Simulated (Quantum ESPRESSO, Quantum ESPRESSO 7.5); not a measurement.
## In2Se2, 1 layer, rectangular cell: a series in strain along the second axis

What law, if any, do the results for In2Se2, 1 layer, rectangular cell follow against strain along the second axis?

Program: Quantum ESPRESSO 7.5. Level of theory: plane-wave DFT, PBE, GBRV ultrasoft pseudopotentials. Results are calculated unless marked as measured.

Most raw output is cut from this account.

### 1. Set-up

The cell holds 8 atoms: 4 Se and 4 In. Cell: a = 4.134 Å, b = 7.160 Å, c = 20.143 Å, α = 90.0°, β = 90.0°, γ = 90.0°. It derives from In2Se2. Vacuum lies along c.

Set-up: Cell and atoms are first relaxed; each strained cell is then held, the other axis too, and the atoms relax in it. A periodic run with 15 Å of vacuum in the starting cell gives the vacuum levels, and bands follow along a path.

Members -2, -1, 0, 1 and 2 took the same steps and show in the table alone.

### 2. Variable-cell relaxation of the reference

What the set-up leaves free in this member is relaxed.

Input file ref.relax.in:

```
&control
  prefix = 'ref.relax'
  outdir = './out'
  pseudo_dir = './pseudo'
  nstep = 80
  forc_conv_thr = 0.0004
  calculation = 'vc-relax'
  etot_conv_thr = 1e-06
/
&system
  ibrav = 0
  nat = 8
  ntyp = 2
  ecutwfc = 50
  ecutrho = 250
  occupations = 'smearing'
  smearing = 'fd'
  degauss = 0.004
/
&electrons
  conv_thr = 1e-09
  mixing_beta = 0.4
  electron_maxstep = 120
  mixing_mode = 'plain'
/
&ions
/
&cell
  cell_dofree = '2Dxy'
  press_conv_thr = 0.3
/
ATOMIC_SPECIES
  Se  78.9710  se_pbe_v1.uspp.F.UPF
  In  114.8180  in_pbe_v1.4.uspp.F.UPF
CELL_PARAMETERS angstrom
  4.13400000000000 0.00000000000000 0.00000000000000
  0.00000000000000 7.16029803848974 0.00000000000000
  0.00000000000000 0.00000000000000 20.14290946413444
ATOMIC_POSITIONS crystal
  Se  0.000000000000 0.333333333400 0.372339458376
  Se  0.500000000000 0.833333333400 0.372339458376
  In  0.000000000000 0.000000000000 0.429503729214
  In  0.500000000000 0.500000000000 0.429503729214
  In  0.000000000000 0.000000000000 0.570496270786
  In  0.500000000000 0.500000000000 0.570496270786
  Se  0.000000000000 0.333333333400 0.627660541624
  Se  0.500000000000 0.833333333400 0.627660541624
K_POINTS automatic
  8 4 1 0 0 0
```

Started as:

```
$ OMP_NUM_THREADS=1 mpirun -n 4 pw.x -nk 2 -in ref.relax.in > ref.relax.out
```

Run time: 27 min. Hardware: 4 MPI ranks of Arm Neoverse V2, shared host; peak memory 1.7 GiB; 1.8 h of CPU time.

Step by step:

| step | energy less that of the first step (eV) | largest force (eV/Å) | volume (Å³) |
| --- | --- | --- | --- |
| 1 | 0.0000 | 0.5765 | 596.24 |
| 2 | -0.0443 | 0.4109 | 596.95 |
| 3 | -0.0718 | 0.2736 | 597.35 |
| 4 | -0.0851 | 0.1407 | 597.22 |
| 5 | -0.0897 | 0.1697 | 596.58 |
| 6 | -0.0954 | 0.1729 | 595.62 |
| 7 | -0.1041 | 0.1526 | 593.91 |
| 8 | -0.1145 | 0.1018 | 590.98 |
| 9 | -0.1221 | 0.0378 | 586.01 |
| 10 | -0.1228 | 0.0298 | 585.04 |
| 11 | -0.1234 | 0.0422 | 583.97 |
| 12 | -0.1242 | 0.0567 | 582.37 |
| 13 | -0.1247 | 0.0430 | 581.35 |
| 14 | -0.1249 | 0.0133 | 580.86 |
| 15 | -0.1250 | 0.0018 | 580.93 |
| 16 | -0.1250 | 0.0001 | 580.99 |
| 17 | -0.1238 | 0.0001 | 580.99 |

| cell as run | before | after | change |
| --- | --- | --- | --- |
| a (Å) | 4.134 | 4.081 | -1.3 % |
| b (Å) | 7.160 | 7.068 | -1.3 % |

The atoms that moved most (Å, along periodic axes as changes of fractional coordinates times the final cell, across vacuum about the mean position):

| atom | dx | dy | dz | length |
| --- | --- | --- | --- | --- |
| Se2 | 0.000 | 0.000 | -0.116 | 0.116 |
| Se8 | 0.000 | 0.000 | 0.116 | 0.116 |
| Se7 | 0.000 | 0.000 | 0.116 | 0.116 |
| Se1 | 0.000 | 0.000 | -0.116 | 0.116 |
| In4 | 0.000 | 0.000 | 0.008 | 0.008 |
| In6 | 0.000 | 0.000 | -0.008 | 0.008 |
| In5 | 0.000 | 0.000 | -0.008 | 0.008 |
| In3 | 0.000 | 0.000 | 0.008 | 0.008 |

 The last row is no step: it is a fresh SCF in the final cell with a new plane-wave basis, +1 meV from the row before.

Read from the output:

| Property | Result |
| --- | --- |
| free energy | -9641.4720 eV |
| Fermi energy | -0.524 eV |

### 3. Relaxation with pw.x, -4 %

Input file m0.relax.in:

```
&control
  prefix = 'm0.relax'
  outdir = './out'
  pseudo_dir = './pseudo'
  nstep = 40
  forc_conv_thr = 0.0003
  calculation = 'relax'
  tstress = .true.
/
&system
  ibrav = 0
  nat = 8
  ntyp = 2
  ecutwfc = 50
  ecutrho = 250
  occupations = 'smearing'
  smearing = 'fd'
  degauss = 0.002
/
&electrons
  conv_thr = 1e-09
  mixing_beta = 0.4
  electron_maxstep = 120
  mixing_mode = 'plain'
/
&ions
/
ATOMIC_SPECIES
  Se  78.9710  se_pbe_v1.uspp.F.UPF
  In  114.8180  in_pbe_v1.4.uspp.F.UPF
CELL_PARAMETERS angstrom
  4.08092491800000 0.00000000000000 0.00000000000000
  0.00000000000000 6.78517261248000 0.00000000000000
  0.00000000000000 0.00000000000000 20.14290946400000
ATOMIC_POSITIONS crystal
  Se  0.000000000000 0.333334341600 0.366558047100
  Se  0.500000000000 0.833334386500 0.366557955300
  In  0.000000000000 -0.000001105000 0.429924743200
  In  0.500000000000 0.499999043600 0.429924757800
  In  0.000000000000 -0.000001105000 0.570075256800
  In  0.500000000000 0.499999043600 0.570075242200
  Se  0.000000000000 0.333334341600 0.633441952900
  Se  0.500000000000 0.833334386500 0.633442044700
K_POINTS automatic
  8 4 1 0 0 0
```

Started as:

```
$ OMP_NUM_THREADS=1 mpirun -n 4 pw.x -nk 2 -in m0.relax.in > m0.relax.out
```

Wall time 19 min (4 MPI ranks); peak memory 1.6 GiB; 75 min of CPU time.

The steps of the relaxation:

| step | energy less that of the first step (eV) | largest force (eV/Å) |
| --- | --- | --- |
| 1 | 0.0000 | 0.3901 |
| 2 | -0.0200 | 0.2680 |
| 3 | -0.0323 | 0.1573 |
| 4 | -0.0374 | 0.0940 |
| 5 | -0.0385 | 0.0910 |
| 6 | -0.0397 | 0.0691 |
| 7 | -0.0408 | 0.0378 |
| 8 | -0.0412 | 0.0368 |
| 9 | -0.0414 | 0.0285 |
| 10 | -0.0417 | 0.0188 |
| 11 | -0.0417 | 0.0082 |
| 12 | -0.0417 | 0.0011 |

The atoms that moved most (Å):

| atom | dx | dy | dz | length |
| --- | --- | --- | --- | --- |
| Se8 | 0.000 | 0.018 | 0.041 | 0.045 |
| Se2 | 0.000 | 0.018 | -0.041 | 0.045 |
| Se1 | 0.000 | 0.018 | -0.041 | 0.045 |
| Se7 | 0.000 | 0.018 | 0.041 | 0.045 |
| In5 | 0.000 | -0.018 | -0.003 | 0.018 |
| In3 | 0.000 | -0.018 | 0.003 | 0.018 |
| In4 | 0.000 | -0.018 | 0.003 | 0.018 |
| In6 | 0.000 | -0.018 | -0.003 | 0.018 |

The relaxation lowers the energy by 5 meV an atom.

Read from the output:

```
free energy  : -9641.3954 eV
Fermi energy : -0.4449 eV
```

### 4. SCF with pw.x, -4 %

The self-consistent run of this member.

Input file m0.scf.in:

```
&control
  prefix = 'm0.scf'
  outdir = './out'
  pseudo_dir = './pseudo'
  calculation = 'scf'
  tprnfor = .true.
/
&system
  ibrav = 0
  nat = 8
  ntyp = 2
  ecutwfc = 40
  ecutrho = 200
  occupations = 'smearing'
  smearing = 'fd'
  degauss = 0.002
  nbnd = 42
/
&electrons
  conv_thr = 1e-09
  mixing_beta = 0.4
  electron_maxstep = 120
  mixing_mode = 'plain'
/
ATOMIC_SPECIES
  Se  78.9710  se_pbe_v1.uspp.F.UPF
  In  114.8180  in_pbe_v1.4.uspp.F.UPF
CELL_PARAMETERS angstrom
  4.08092491800000 0.00000000000000 0.00000000000000
  0.00000000000000 6.78517261248000 0.00000000000000
  0.00000000000000 0.00000000000000 20.14290946400000
ATOMIC_POSITIONS crystal
  Se  0.000000000000 0.335978992000 0.364518898600
  Se  0.500000000000 0.835979114000 0.364518653900
  In  0.000000000000 -0.002646010200 0.430055427200
  In  0.500000000000 0.497354570900 0.430055444400
  In  0.000000000000 -0.002646010200 0.569944572800
  In  0.500000000000 0.497354570900 0.569944555600
  Se  0.000000000000 0.335978992000 0.635481101400
  Se  0.500000000000 0.835979114000 0.635481346100
K_POINTS automatic
  8 4 1 0 0 0
```

Started as:

```
$ OMP_NUM_THREADS=1 mpirun -n 4 pw.x -nk 2 -in m0.scf.in > m0.scf.out
```

It took 84 s on 4 MPI ranks; peak memory 1.1 GiB; 5.6 min of CPU time.

Read from the output:

| Item | Value |
| --- | --- |
| free energy | -9641.1909 eV |
| Fermi energy | -0.524 eV |
| valence top, on the run's zero | -1.224 eV |
| conduction bottom, on the run's zero | 0.4997 eV |
| gap by band count | 1.723 eV |

### 5. Electrostatic potential, -4 %

plot_num = 11 writes the bare and Hartree potential, from which vacuum levels or, in a crystal, the mean potential are read.

Input file m0.pot.in:

```
&inputpp
  prefix = 'm0.scf'
  outdir = './out'
  filplot = 'm0.pot.dat'
  plot_num = 11
/
```

Started as:

```
$ OMP_NUM_THREADS=1 mpirun -n 4 pp.x -in m0.pot.in > m0.pot.out
```

It took 1.2 s on 4 MPI ranks; peak memory 0.17 GiB.

Numbers from this step:

| Property | Result |
| --- | --- |
| slope of the potential above | 7.12e-5 eV/Å |
| upper vacuum line continued to the top atoms, over the valence top | 6.046 eV |
| slope of the potential below | -4.71e-5 eV/Å |
| lower vacuum line continued to the bottom atoms, over the valence top | 6.046 eV |
| vacuum level at the upper face over the valence top of the mesh | 6.047 eV |
| vacuum level at the lower face over the valence top of the mesh | 6.047 eV |

Electrostatic potential energy of an electron; zero at the highest filled level of the SCF mesh. The potential energy, planar mean by z:

| z (Å) | potential energy, planar mean (eV) |
| --- | --- |
| 0.0 | 6.05 |
| 0.5 | 6.05 |
| 1.0 | 6.05 |
| 1.5 | 6.05 |
| 2.0 | 6.05 |
| 2.5 | 6.05 |
| 3.0 | 6.05 |
| 3.5 | 6.05 |
| 4.0 | 6.04 |
| 4.5 | 6.04 |
| 5.0 | 6.01 |
| 5.5 | 5.88 |
| 6.0 | 5.31 |
| 6.5 | 2.89 |
| 7.0 | -5.45 |
| 7.5 | -9.53 |
| 8.0 | -6.69 |
| 8.5 | -8.99 |
| 9.0 | -6.91 |
| 9.5 | -0.0434 |
| 10.0 | 3.11 |
| 10.5 | 1.50 |
| 11.0 | -5.09 |
| 11.5 | -9.19 |
| 12.0 | -7.01 |
| 12.5 | -8.59 |
| 13.0 | -7.87 |
| 13.5 | 1.19 |
| 14.0 | 4.94 |
| 14.5 | 5.79 |
| 15.0 | 5.99 |
| 15.5 | 6.03 |
| 16.0 | 6.04 |
| 16.5 | 6.05 |
| 17.0 | 6.05 |
| 17.5 | 6.05 |
| 18.0 | 6.05 |
| 18.5 | 6.05 |
| 19.0 | 6.05 |
| 19.5 | 6.05 |
| 20.0 | 6.05 |

### 6. Bands along a path, -4 %

Bands along a path place the edges.

m0.bands.in is the input of step 4 with these lines changed:

```diff
@@ -1,7 +1,6 @@
 &control
-  prefix = 'm0.scf'
+  prefix = 'm0.bands'
   outdir = './out'
   pseudo_dir = './pseudo'
-  calculation = 'scf'
-  tprnfor = .true.
+  calculation = 'bands'
 /
@@ -16,6 +15,6 @@
   degauss = 0.002
-  nbnd = 42
+  nbnd = 44
 /
 &electrons
-  conv_thr = 1e-09
+  conv_thr = 1e-07
   mixing_beta = 0.4
@@ -40,3 +39,8 @@
   Se  0.500000000000 0.835979114000 0.635481346100
-K_POINTS automatic
-  8 4 1 0 0 0
+K_POINTS crystal_b
+5
+  0.0000000000 0.0000000000 0.0000000000 12
+  0.5000000000 0.0000000000 0.0000000000 12
+  0.5000000000 0.5000000000 0.0000000000 12
+  0.0000000000 0.5000000000 0.0000000000 12
+  0.0000000000 0.0000000000 0.0000000000 1
```

Started as:

```
$ cp -r out/m0.scf.save out/m0.bands.save
$ cp out/m0.scf.xml out/m0.bands.xml
$ OMP_NUM_THREADS=1 mpirun -n 4 pw.x -nk 4 -in m0.bands.in > m0.bands.out
```

Elapsed: 3.6 min, on 4 MPI ranks; peak memory 0.88 GiB; 14 min of CPU time.

This step gave:

```
valence top, on the run's zero : -1.208 eV
gap by band count              : 1.707 eV
```

Band numbers count within the set of bands kept for display. The electronic bands at the labelled points (eV, zero at the highest filled level of the SCF mesh; v1 is the highest filled band, c1 the lowest empty one):

| point | v4 | v3 | v2 | v1 | c1 | c2 | c3 | c4 |
| --- | --- | --- | --- | --- | --- | --- | --- | --- |
| Γ | -0.35 | -0.21 | -0.13 | -0.07 | 1.72 | 2.21 | 2.26 | 2.97 |
| halfway | -0.92 | -0.91 | -0.76 | -0.03 | 2.61 | 2.94 | 3.00 | 3.84 |
| X | -1.39 | -1.39 | -0.60 | -0.60 | 2.99 | 2.99 | 3.10 | 3.10 |
| halfway | -1.33 | -1.33 | -0.77 | -0.77 | 2.74 | 2.74 | 2.77 | 2.77 |
| S | -1.09 | -1.09 | -0.93 | -0.93 | 2.40 | 2.40 | 2.46 | 2.46 |
| halfway | -1.25 | -1.25 | -0.24 | -0.24 | 2.99 | 2.99 | 3.04 | 3.04 |
| Y | -0.93 | -0.93 | -0.02 | -0.02 | 2.74 | 2.74 | 2.92 | 2.92 |
| halfway | -0.63 | -0.54 | -0.42 | 0.00 | 2.34 | 2.36 | 2.43 | 3.57 |
| Γ | -0.35 | -0.21 | -0.13 | -0.07 | 1.72 | 2.21 | 2.26 | 2.97 |

Along this path the valence top lies near Y and the conduction bottom at Γ.

### 7. Relaxing the ions, -3 %

Input file m1.relax.in:

```
&control
  prefix = 'm1.relax'
  outdir = './out'
  pseudo_dir = './pseudo'
  nstep = 40
  forc_conv_thr = 0.0003
  calculation = 'relax'
  tstress = .true.
/
&system
  ibrav = 0
  nat = 8
  ntyp = 2
  ecutwfc = 50
  ecutrho = 250
  occupations = 'smearing'
  smearing = 'fd'
  degauss = 0.002
/
&electrons
  conv_thr = 1e-09
  mixing_beta = 0.4
  electron_maxstep = 120
  mixing_mode = 'plain'
/
&ions
/
ATOMIC_SPECIES
  Se  78.9710  se_pbe_v1.uspp.F.UPF
  In  114.8180  in_pbe_v1.4.uspp.F.UPF
CELL_PARAMETERS angstrom
  4.08092491800000 0.00000000000000 0.00000000000000
  0.00000000000000 6.85585149386000 0.00000000000000
  0.00000000000000 0.00000000000000 20.14290946400000
ATOMIC_POSITIONS crystal
  Se  0.000000000000 0.333334341600 0.366558047100
  Se  0.500000000000 0.833334386500 0.366557955300
  In  0.000000000000 -0.000001105000 0.429924743200
  In  0.500000000000 0.499999043600 0.429924757800
  In  0.000000000000 -0.000001105000 0.570075256800
  In  0.500000000000 0.499999043600 0.570075242200
  Se  0.000000000000 0.333334341600 0.633441952900
  Se  0.500000000000 0.833334386500 0.633442044700
K_POINTS automatic
  8 4 1 0 0 0
```

Started as:

```
$ OMP_NUM_THREADS=1 mpirun -n 4 pw.x -nk 2 -in m1.relax.in > m1.relax.out
```

Elapsed: 17 min, on 4 MPI ranks; peak memory 1.5 GiB.

The steps of the relaxation:

| step | energy less that of the first step (eV) | largest force (eV/Å) |
| --- | --- | --- |
| 1 | 0.0000 | 0.2787 |
| 2 | -0.0103 | 0.1956 |
| 3 | -0.0169 | 0.1198 |
| 4 | -0.0199 | 0.0706 |
| 5 | -0.0205 | 0.0678 |
| 6 | -0.0212 | 0.0519 |
| 7 | -0.0218 | 0.0269 |
| 8 | -0.0220 | 0.0274 |
| 9 | -0.0222 | 0.0218 |
| 10 | -0.0223 | 0.0148 |
| 11 | -0.0224 | 0.0058 |

The atoms that moved most (Å):

| atom | dx | dy | dz | length |
| --- | --- | --- | --- | --- |
| Se1 | 0.000 | 0.013 | -0.031 | 0.034 |
| Se7 | 0.000 | 0.013 | 0.031 | 0.034 |
| Se8 | 0.000 | 0.013 | 0.031 | 0.034 |
| Se2 | 0.000 | 0.013 | -0.031 | 0.034 |
| In3 | 0.000 | -0.013 | 0.002 | 0.013 |
| In5 | 0.000 | -0.013 | -0.002 | 0.013 |
| In6 | 0.000 | -0.013 | -0.002 | 0.013 |
| In4 | 0.000 | -0.013 | 0.002 | 0.013 |

Final coordinates:

```cif
data_structure
_symmetry_space_group_name_H-M 'P 1'
_symmetry_Int_Tables_number 1
_cell_length_a 4.0809
_cell_length_b 6.8559
_cell_length_c 20.1429
_cell_angle_alpha 90.000
_cell_angle_beta 90.000
_cell_angle_gamma 90.000
_cell_volume 563.56
loop_
_atom_site_label
_atom_site_type_symbol
_atom_site_fract_x
_atom_site_fract_y
_atom_site_fract_z
_atom_site_occupancy
Se1 Se 0.00000 0.33527 0.36502 1
Se2 Se 0.50000 0.83527 0.36502 1
In3 In 0.00000 0.99807 0.43001 1
In4 In 0.50000 0.49807 0.43001 1
In5 In 0.00000 0.99807 0.56999 1
In6 In 0.50000 0.49807 0.56999 1
Se7 Se 0.00000 0.33527 0.63498 1
Se8 Se 0.50000 0.83527 0.63498 1
```

The relaxation lowers the energy by 3 meV an atom.

Numbers from this step:

- free energy: -9641.4294 eV
- Fermi energy: -0.5183 eV

### 8. Ground state, -3 %

Input file m1.scf.in:

```
&control
  prefix = 'm1.scf'
  outdir = './out'
  pseudo_dir = './pseudo'
  calculation = 'scf'
  tprnfor = .true.
/
&system
  ibrav = 0
  nat = 8
  ntyp = 2
  ecutwfc = 40
  ecutrho = 200
  occupations = 'smearing'
  smearing = 'fd'
  degauss = 0.002
  nbnd = 42
/
&electrons
  conv_thr = 1e-09
  mixing_beta = 0.4
  electron_maxstep = 120
  mixing_mode = 'plain'
/
ATOMIC_SPECIES
  Se  78.9710  se_pbe_v1.uspp.F.UPF
  In  114.8180  in_pbe_v1.4.uspp.F.UPF
CELL_PARAMETERS angstrom
  4.08092491800000 0.00000000000000 0.00000000000000
  0.00000000000000 6.85585149386000 0.00000000000000
  0.00000000000000 0.00000000000000 20.14290946400000
ATOMIC_POSITIONS crystal
  Se  0.000000000000 0.335267524200 0.365021207400
  Se  0.500000000000 0.835267567300 0.365021118600
  In  0.000000000000 -0.001934307600 0.430008081000
  In  0.500000000000 0.498065882800 0.430008087800
  In  0.000000000000 -0.001934307600 0.569991919000
  In  0.500000000000 0.498065882800 0.569991912200
  Se  0.000000000000 0.335267524200 0.634978792600
  Se  0.500000000000 0.835267567300 0.634978881400
K_POINTS automatic
  8 4 1 0 0 0
```

Started as:

```
$ OMP_NUM_THREADS=1 mpirun -n 4 pw.x -nk 2 -in m1.scf.in > m1.scf.out
```

Elapsed: 84 s, on 4 MPI ranks; peak memory 1.1 GiB.

Numbers from this step:

| Property | Result |
| --- | --- |
| free energy | -9641.2247 eV |
| Fermi energy | -0.6223 eV |
| valence top, on the run's zero | -1.239 eV |
| conduction bottom, on the run's zero | 0.4044 eV |
| gap by band count | 1.643 eV |

### 9. Relaxation with pw.x, 3 %

Input file m7.relax.in:

```
&control
  prefix = 'm7.relax'
  outdir = './out'
  pseudo_dir = './pseudo'
  nstep = 40
  forc_conv_thr = 0.0003
  calculation = 'relax'
  tstress = .true.
/
&system
  ibrav = 0
  nat = 8
  ntyp = 2
  ecutwfc = 50
  ecutrho = 250
  occupations = 'smearing'
  smearing = 'fd'
  degauss = 0.002
/
&electrons
  conv_thr = 1e-09
  mixing_beta = 0.4
  electron_maxstep = 120
  mixing_mode = 'plain'
/
&ions
/
ATOMIC_SPECIES
  Se  78.9710  se_pbe_v1.uspp.F.UPF
  In  114.8180  in_pbe_v1.4.uspp.F.UPF
CELL_PARAMETERS angstrom
  4.08092491800000 0.00000000000000 0.00000000000000
  0.00000000000000 7.27992478214000 0.00000000000000
  0.00000000000000 0.00000000000000 20.14290946400000
ATOMIC_POSITIONS crystal
  Se  0.000000000000 0.333334341600 0.366558047100
  Se  0.500000000000 0.833334386500 0.366557955300
  In  0.000000000000 -0.000001105000 0.429924743200
  In  0.500000000000 0.499999043600 0.429924757800
  In  0.000000000000 -0.000001105000 0.570075256800
  In  0.500000000000 0.499999043600 0.570075242200
  Se  0.000000000000 0.333334341600 0.633441952900
  Se  0.500000000000 0.833334386500 0.633442044700
K_POINTS automatic
  8 4 1 0 0 0
```

Started as:

```
$ OMP_NUM_THREADS=1 mpirun -n 4 pw.x -nk 2 -in m7.relax.in > m7.relax.out
```

Run time: 19 min. Hardware: 4 MPI ranks; peak memory 1.6 GiB.

The steps of the relaxation:

| step | energy less that of the first step (eV) | largest force (eV/Å) |
| --- | --- | --- |
| 1 | 0.0000 | 0.2150 |
| 2 | -0.0062 | 0.1612 |
| 3 | -0.0107 | 0.1157 |
| 4 | -0.0139 | 0.0545 |
| 5 | -0.0146 | 0.0678 |
| 6 | -0.0153 | 0.0656 |
| 7 | -0.0160 | 0.0419 |
| 8 | -0.0163 | 0.0251 |
| 9 | -0.0164 | 0.0230 |
| 10 | -0.0166 | 0.0168 |
| 11 | -0.0166 | 0.0105 |
| 12 | -0.0167 | 0.0031 |

The atoms that moved most (Å):

| atom | dx | dy | dz | length |
| --- | --- | --- | --- | --- |
| Se2 | 0.000 | -0.011 | 0.031 | 0.033 |
| Se8 | 0.000 | -0.011 | -0.031 | 0.033 |
| Se7 | 0.000 | -0.011 | -0.031 | 0.033 |
| Se1 | 0.000 | -0.011 | 0.031 | 0.033 |
| In3 | 0.000 | 0.011 | -0.002 | 0.011 |
| In5 | 0.000 | 0.011 | 0.002 | 0.011 |
| In4 | 0.000 | 0.011 | -0.002 | 0.011 |
| In6 | 0.000 | 0.011 | 0.002 | 0.011 |

The relaxation lowers the energy by 2 meV an atom.

This step gave:

* free energy: -9641.4341 eV
* Fermi energy: -0.7295 eV

(Part 1 of 2 ends here.)

[Logs are printed without paths, hosts, clocks, repeated set-up lines and the standing remarks that a program may print on its own settings, such as how far it seeks lower states.]

[Hosts, paths, dates, database ids (printed as entryN), source tags and the programs' standing remarks are cut or masked in the printed files.]

[Maps of the electrostatic potential energy from Ansatz leave out the sawtooth potential of an applied field or a dipole correction, so their vacuum need not be flat; planar profiles and work functions include it.]
